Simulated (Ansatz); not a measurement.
The system is PbS (Galena).

```
CELL_PARAMETERS angstrom
0.00000 2.96575 2.96575
2.96575 0.00000 2.96575
2.96575 2.96575 0.00000
ATOMIC_POSITIONS crystal
Pb 0.00000 0.00000 0.00000
S 0.50000 0.50000 0.50000
```

Base run:

```yaml
Program: Ansatz 0.2.0
Functional: PBEsol
Potentials_or_basis: all-electron LAPW, relativistic spinors
Cutoff: 178 eV
Density_cutoff: 711 eV
Basis_error_allowed: 0.001 eV/atom
k_mesh: 6 × 6 × 6
Occupations: fermi-dirac, width 0.05 eV
Spin: spin-orbit coupling, no magnetisation
```

Its results: band gap on the k mesh 0.17 eV, direct; pressure -1.6 GPa.

Q: The run is repeated on the same cell with these changes: functional from PBEsol to PBE. What comes out?

A: Band gap on the k mesh 0.08 eV, direct; pressure 1.6 GPa.

PBE binds less tightly than PBEsol, so the same cell stands under more pressure.

Not every run made on this cell is shown here.
